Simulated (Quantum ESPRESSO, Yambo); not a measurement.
# BeTe (F-43m): G0W0 with Yambo, start to end, part 2 of 3

Aim: the G0W0 gap of BeTe (F-43m) on PBE, step by step.

Quantum ESPRESSO 7.5 and Yambo 5.3.0; PBE and many-body steps on it, plane waves. Known limits of the many-body steps: not at the basis limit; no spin-orbit coupling; coarse k mesh.

So far. Step 2 (Ground state): The gap is indirect, with the least direct gap 1.62 eV higher. Step 3 (Bands along the symmetry lines): The gap is 2.027 eV, as in the run before at this level.

### 4. Empty states on the mesh, 4×4×4 mesh, 180 bands

Level of this step: DFT, PBE, plane waves, norm-conserving pseudopotentials (Quantum ESPRESSO).

The sums over transitions need many empty states on a uniform mesh; this step solves for them.

Input file pw.in:

```
&control
  calculation = 'nscf'
  prefix = 'x'
  outdir = 'o'
  pseudo_dir = 'pseudo'
/
&system
  ibrav = 0
  nat = 2
  ntyp = 2
  ecutwfc = 88.0
  nbnd = 180
  force_symmorphic = .true.
/
&electrons
  conv_thr = 1e-9
  electron_maxstep = 80
  diago_full_acc = .true.
  diago_thr_init = 5e-6
/
ATOMIC_SPECIES
  Be 9.012 Be.upf
  Te 127.6 Te.upf
CELL_PARAMETERS angstrom
  -0.0000000000 2.8314587876 2.8314587876
  2.8314587876 0.0000000000 2.8314587876
  2.8314587876 2.8314587876 0.0000000000
ATOMIC_POSITIONS crystal
  Be 0.0000000000 0.0000000000 0.0000000000
  Te 0.7500000000 0.7500000000 0.7500000000
K_POINTS automatic
  4 4 4 0 0 0
```

The run is started by

```
$ OMP_NUM_THREADS=1 mpirun -n 4 pw.x -nk 4 -in pw.in > pw.out
```

The log of the run:

```text
[banner, memory and clock lines left out]
Program PWSCF v.7.5 starts

     Atomic positions and unit cell read from directory:
     o/x.save/

     Message from routine setup:
     using ibrav=0 with symmetry is DISCOURAGED, use correct ibrav instead

     G-vector sticks info

     bravais-lattice index     =            0
     lattice parameter (alat)  =       7.5670  a.u.
     unit-cell volume          =     306.3778 (a.u.)^3
     number of atoms/cell      =            2
     number of atomic types    =            2
     number of electrons       =        28.00
     number of Kohn-Sham states=          180
     kinetic-energy cutoff     =      88.0000  Ry
     charge density cutoff     =     352.0000  Ry
     Exchange-correlation= PBE
                           (   1   4   3   4   0   0   0)

     celldm(1)=   7.567007  celldm(2)=   0.000000  celldm(3)=   0.000000
     celldm(4)=   0.000000  celldm(5)=   0.000000  celldm(6)=   0.000000

     crystal axes: (cart. coord. in units of alat)
               a(1) = (  -0.000000   0.707107   0.707107 )
               a(2) = (   0.707107   0.000000   0.707107 )
               a(3) = (   0.707107   0.707107   0.000000 )

     reciprocal axes: (cart. coord. in units 2 pi/alat)
               b(1) = ( -0.707107  0.707107  0.707107 )
               b(2) = (  0.707107 -0.707107  0.707107 )
               b(3) = (  0.707107  0.707107 -0.707107 )
     Pseudo is Norm-conserving, Zval =  4.0
     Generated using ONCVPSP code by D. R. Hamann
     Using radial grid of 1358 points,  4 beta functions with:
     Pseudo is Norm-conserving + core correction, Zval = 24.0
     Generated using ONCVPSP code by D. R. Hamann
     Using radial grid of 1294 points,  8 beta functions with:
     Be                4.00     9.01200     Be( 1.00)
     Te               24.00   127.60000     Te( 1.00)

     24 Sym. Ops. (no inversion) found

   Cartesian axes

     site n.     atom                  positions (alat units)
         1        Be     tau(   1) = (   0.0000000   0.0000000   0.0000000  )
         2        Te     tau(   2) = (   1.0606602   1.0606602   1.0606602  )

     number of k points=     8
                       cart. coord. in units 2pi/alat
        k(    1) = (   0.0000000   0.0000000   0.0000000), wk =   0.0312500
        k(    2) = (   0.1767767   0.1767767  -0.1767767), wk =   0.2500000
        k(    3) = (  -0.3535534  -0.3535534   0.3535534), wk =   0.1250000
[...]
k(    7) = (  -0.7071068   0.0000000   0.0000000), wk =   0.0937500
        k(    8) = (  -0.7071068   0.3535534   0.0000000), wk =   0.1875000

     Dense  grid:    34327 G-vectors     FFT dimensions: (  45,  45,  45)

     The potential is recalculated from file :
     o/x.save/charge-density

     Starting wfcs are   15 randomized atomic wfcs +  165 random wfcs

     Band Structure Calculation

     End of band structure calculation

          k = 0.0000 0.0000 0.0000 (  4279 PWs)   bands (ev):

  -150.4588-100.4840-100.4840-100.4840 -91.9314 -27.7629 -27.7629 -27.7629
   -27.7508 -27.7508  -3.7514   8.4384   8.4384   8.4384  12.0832  12.0832
    12.0832  12.1482  16.7384  18.8475  18.8475  19.7142  19.7142  19.7142
    23.5682  31.5699  31.5699  31.5699  32.1122  32.1122  32.1122  35.7089
[...]
[... 11 further rows ...]
[...]
128.0409 129.3741 129.3741 129.3741

          k = 0.1768 0.1768-0.1768 (  4272 PWs)   bands (ev):

  -150.4588-100.4840-100.4840-100.4840 -91.9314 -27.7615 -27.7611 -27.7611
[...]
[... 11 further rows ...]
[...]
133.9329 135.2693 136.5301 136.5301

          k =-0.3536-0.3536 0.3536 (  4314 PWs)   bands (ev):

  -150.4589-100.4840-100.4840-100.4840 -91.9314 -27.7616 -27.7603 -27.7603
[...]
68.2968  68.2968  68.9724  68.9724  69.4415  70.2113  70.5064  71.4710
     [... 11 further rows ...]
   127.7937 128.1404 128.1404 128.7466 130.8447 132.3139 132.3569 132.3569
   132.8870 132.8870 133.6582 134.0310

          k = 0.3536 0.0000 0.0000 (  4256 PWs)   bands (ev):

     [... further k-points ...]

     highest occupied, lowest unoccupied level (ev):     8.4384   10.4653

     XML data file, pseudopotentials, collected wavefunctions
```

Wall time 14 s (4 MPI ranks of Arm Neoverse V2, shared host); peak memory 0.46 GiB.

Numbers from this step:

* gap: 2.027 eV
* k of the valence top: 0, 0, 0
* k of the conduction bottom: 0, -0.5, -0.5
* least direct gap: 3.645 eV
* k points computed: 8
* lowest point of the top converged band, above the valence top: 120.9357 eV

On this mesh the gap is 2.027 eV.

### 5. Conversion and set-up

This step: Yambo 5.3.0; conversion and set-up on PBE, plane waves, norm-conserving pseudopotentials.

The states are converted to the many-body program's format and the q mesh is built.

The run is started by

```
$ (cd o/x.save; p2y > p2y.log; mv SAVE ../..); yambo > setup.log
```

The log of the run:

```text
 Yambo, version 5.3.0

 [02] CORE Variables Setup
 =========================

  [02.01] Unit cells
  ==================

  Cell kind             :  FCC
  Atoms in the cell     :  Be  Te
  number of Be atoms    :  1
  number of Te atoms    :  1

  List of atomic masses
  Mass of Be    :  9.012000
  Mass of Te    :  127.6000

  List of atomic coordinates    : [cc]
  Be1       :  0.000000  0.000000  0.000000  order 1
  Te1       :  8.026022  8.026022  8.026022  order 2

  Alat factors          :  5.350682  5.350682  5.350682 [a.u.]
  Direct lattice volume :  306.3778 [a.u.]
  Direct lattice vectors:  A[ 1 ]  A[ 2 ]  A[ 3 ]
   A[ 1 ]: -0.000000  1.000000  1.000000  [iru]
  -0.000000  5.350682  5.350682  [cc]
   A[ 2 ]:  1.000000  0.000000  1.000000  [iru]
   5.350682  0.000000  5.350682  [cc]
   A[ 3 ]:  1.000000  1.000000  0.000000  [iru]
   5.350682  5.350682  0.000000  [cc]

  Recip. lattice volume :  0.809622 [a.u.]
  Recip. lattice vectors:  B[ 1 ]  B[ 2 ]  B[ 3 ]
   B[ 1 ]: -0.500000  0.500000  0.500000  [iku]
  -0.587139  0.587139  0.587139  [cc]
   B[ 2 ]:  0.500000 -0.500000  0.500000  [iku]
   0.587139 -0.587139  0.587139  [cc]
   B[ 3 ]:  0.500000  0.500000 -0.500000  [iku]
   0.587139  0.587139 -0.587139  [cc]

  [02.02] Symmetries
  ==================

  Inversion symmetry    : yes
  Spatial inversion     : no
  Inversion index       :  25
  K-space Time-reversal : yes
  Magnetic symmetries   : no
  Time-reversal derived K-space symmetries:   25   48
  Group table correct   : yes
  Symmetries units      :  [cc]

   [S  1]:   1.0000      0.11739E-16  0.11739E-16  0.11739E-16   1.0000     -0.11739E-16 -0.11739E-16 -0.11739E-16   1.0000
   [S  2]:  -1.0000     -0.11739E-16  0.11739E-16 -0.11739E-16  -1.0000     -0.11739E-16  0.11739E-16  0.11739E-16   1.0000
   [S  3]:  -1.0000      0.11739E-16 -0.11739E-16 -0.11739E-16   1.0000      0.11739E-16  0.11739E-16 -0.11739E-16  -1.0000
[...]
[S  9]:  0.11739E-16   1.0000      0.11739E-16 -0.11739E-16  0.11739E-16   1.0000       1.0000     -0.11739E-16 -0.11739E-16
   [S 10]:  0.11739E-16  -1.0000     -0.11739E-16 -0.11739E-16 -0.11739E-16  -1.0000       1.0000      0.11739E-16  0.11739E-16
     [... 36 further rows ...]
   [S*47]:   1.0000      0.11739E-16 -0.11739E-16  0.11739E-16 -0.11739E-16  -1.0000     -0.11739E-16   1.0000      0.11739E-16
   [S*48]:   1.0000     -0.11739E-16  0.11739E-16  0.11739E-16  0.11739E-16   1.0000     -0.11739E-16  -1.0000     -0.11739E-16

  [02.03] Reciprocal space
  ========================

  nG shells         :   342
  nG charge         :   34327
  nG WFs            :   5183
  nC WFs            :   4314
  G-vecs. in first 34 shells:  [ Number ]
     1    9   15   27   51   59   65   89  113
    137   169   181   229   259   283   307   331   339
    387   411   459   531   537   561   609   645   701
    725   749   821   869   893   941   965
  ...
[...]
K/Q-points units:
  rlu = crystal or reduced units; cc = cartesian coordinates; iku = interal k-units

  K [1]          [rlu]:  0.000000  0.000000  0.000000
         WF components:   4279
  K [2]          [rlu]:  0.73781E-17  0.73781E-17  0.25000
         WF components:   4272
  K [3]          [rlu]: -0.14756E-16 -0.14756E-16 -0.50000
         WF components:   4314
  K [4]          [rlu]:  0.45585E-17  0.25000      0.25000
         WF components:   4256
  K [5]          [rlu]:  0.97405E-17  0.25000     -0.50000
         WF components:   4267
  [... 2 further k-points ...]
  K [8]          [rlu]:  0.250000 -0.500000 -0.250000
         WF components:   4284

  [02.05] Energies & Occupations
  ==============================

  [X] === General ===
  [X] Electronic Temperature                        :  0.000000  0.000000 [eV K]
  [X] Bosonic    Temperature                        :  0.000000  0.000000 [eV K]
  [X] Finite Temperature mode                       : no
  [X] El. density                                   :  0.61673E+24 [cm-3]
  [X] Fermi Level                                   :  8.438418 [eV]

  [X] === Gaps and Widths ===
  [X] Conduction Band Min                           :  2.026900 [eV]
  [X] Valence Band Max                              :  0.000000 [eV]
  [X] Filled Bands                                  :  14
  [X] Empty Bands                                   :   15  180
  [X] Direct Gap                                    :  3.644779 [eV]
  [X] Direct Gap localized at k                     :  1
  [X] Indirect Gap                                  :  2.026900 [eV]
  [X] Indirect Gap between kpts                     :   1   7
  [X] Last valence band width                       :  3.120670 [eV]
  [X] 1st conduction band width                     :  3.269928 [eV]

  E @ K [1]:  [eV]
  -158.8972 -108.9224 -108.9224 -108.9224 -100.3698  -36.2013  -36.2013  -36.2013
   -36.189      -36.189      -12.190     -0.25176E-10 -0.14556E-10   0.0000       3.6448       3.6448
    3.64478   3.70977   8.30000  10.40909  10.40909  11.27577  11.27577  11.27577
[...]
occ @ K [1]
[...]
E @ K [2]:  [eV]
[...]
occ @ K [2]
[...]
E @ K [3]:  [eV]
[...]
occ @ K [3]
[...]
E @ K [4]:  [eV]
[...]
occ @ K [4]
[...]
E @ K [5]:  [eV]
[...]
occ @ K [5]
[...]
[... 2 further k-points ...]
  E @ K [8]:  [eV]
[...]
occ @ K [8]
[...]
0.000000  0.000000  0.000000  0.000000  0.000000  0.000000  0.000000  0.000000
   0.000000  0.000000  0.000000  0.000000  0.000000  0.000000  0.000000  0.000000

 [03] Transferred momenta grid and indexing
 ==========================================

 IBZ Q-points                                      :   8
 BZ  Q-points                                      :   64

 K/Q-points units:
 rlu = crystal or reduced units; cc = cartesian coordinates; iku = interal k-units

 Q [1]          [rlu]:  0.000000  0.000000  0.000000
 Q [2]          [rlu]:  0.54651E-16  0.26895E-16  0.25000
 Q [3]          [rlu]: -0.10930E-15 -0.53790E-16 -0.50000
[...]
Q [7]          [rlu]: -0.91171E-17 -0.50000     -0.50000
 Q [8]          [rlu]:  0.250000 -0.500000 -0.250000

  [03.01] X indexes
  =================

   [03.01.01] Sigma indexes
   ========================

 [06] Game Over & Game summary
```

Run time: 2.2 s. Hardware: 1 MPI rank; peak memory 0.25 GiB.

[end of part 2 of 3]

[Paths, hosts, dates, memory and timing lines, banners, echoed tables and standing remarks are left out of the program output.]

[Logs are printed without paths, hosts, clocks, repeated set-up lines and the standing remarks that a program may print on its own settings, such as how far it seeks lower states.]

[Runs of the session that timed out or met a known fault of the program may be left out.]

[Hosts, paths, dates, database ids (printed as entryN), source tags and the programs' standing remarks are cut or masked in the printed files.]
